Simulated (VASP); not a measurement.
The system is HfC.

```
Hf C
1.0
     0.00000    2.32500    2.32500
     2.32500    0.00000    2.32500
     2.32500    2.32500    0.00000
Hf C
1 1
Cartesian
  2.3250 2.3250 2.3250
  0.0000 0.0000 0.0000
```

```yaml
Program: VASP 6.6.1
Task: relaxation of cell and atoms
Functional: PBEsol0
Potentials_or_basis: VASP PAW PBE potentials, release 64 (Hf_pv, C)
Cutoff: 600 eV
k_mesh: 5 × 5 × 5
Occupations: fermi-dirac, width 0.05 eV
Spin: no spin polarisation
```

At the start: pressure -8.6 GPa; volume 12.57 Å³/atom.

Question: Where does the relaxation end?

Answer: Over 4 steps the energy falls by 11.8 meV/atom and the volume is 12.14 Å³/atom (-3.4 %); space group Fm-3m (No. 225, to 0.05 Å).

The path:
| step | energy change (eV) | largest force (eV/Å) | pressure (GPa) | volume (Å³) |
| --- | --- | --- | --- | --- |
| 1 | 0.0000 | 0.0000 | -8.64 | 25.14 |
| 2 | 0.0673 | 0.0000 | 19.98 | 22.75 |
| 3 | -0.0236 | 0.0000 | -0.17 | 24.31 |
| 4 | -0.0236 | 0.0000 | -0.09 | 24.29 |

Final structure:
```cif
data_structure
_symmetry_space_group_name_H-M 'P 1'
_symmetry_Int_Tables_number 1
_cell_length_a 3.2507
_cell_length_b 3.2507
_cell_length_c 3.2507
_cell_angle_alpha 60.000
_cell_angle_beta 60.000
_cell_angle_gamma 60.000
_cell_volume 24.29
loop_
_atom_site_label
_atom_site_type_symbol
_atom_site_fract_x
_atom_site_fract_y
_atom_site_fract_z
_atom_site_occupancy
Hf1 Hf 0.50000 0.50000 0.50000 1
C1 C 0.00000 0.00000 0.00000 1
```

Caveat: the k mesh is coarse (spacing up to 0.47 Å⁻¹), so the values aren't converged, least of all with exact exchange; the PAW data sets were made with another functional, which shifts forces and pressure a little.
